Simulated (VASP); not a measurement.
Crystal: HfO2.

```
Hf O
1.0
     5.08032    0.00000    0.00000
     0.00000    5.16487    0.00000
     0.00000    0.00000    4.89088
Hf O
4 8
Direct
  0.22259 0.78180 0.27207
  0.72259 0.71820 0.72793
  0.77741 0.21820 0.27207
  0.27741 0.28180 0.72793
  0.18682 0.16365 0.10453
  0.68682 0.33635 0.89547
  0.81318 0.83635 0.10453
  0.31318 0.66365 0.89547
  0.00000 0.50000 0.48905
  0.50000 0.00000 0.51095
  0.00000 0.00000 0.57562
  0.50000 0.50000 0.42438
```

The cell comes from a database or a generator and needn't be the stable form of this composition.

Base run:

| Property | Result |
| --- | --- |
| Program | VASP 6.6.1 |
| Functional | PBE |
| Potentials or basis | VASP PAW PBE potentials, release 64 (Hf_pv, O) |
| Cutoff | 520 eV |
| k mesh | 4 × 4 × 5 |
| Occupations | gaussian, width 0.02 eV |
| Spin | no spin polarisation |

Its results: band gap on the k mesh 3.91 eV, direct.

**Question.** The run is repeated on the same cell with these changes: k mesh from 4 × 4 × 5 to 3 × 3 × 4; further incar settings from ALGO = Normal; EDIFF = 1e-06; NBANDS = 92 to ALGO = Normal; EDIFF = 1e-08. What comes out?

**Answer.** Band gap on the k mesh 3.82 eV, direct.

Caveats: spin-orbit coupling is left out, which moves the levels of the heavy elements; an odd mesh through Γ misses points on the zone boundary, where band edges often lie.
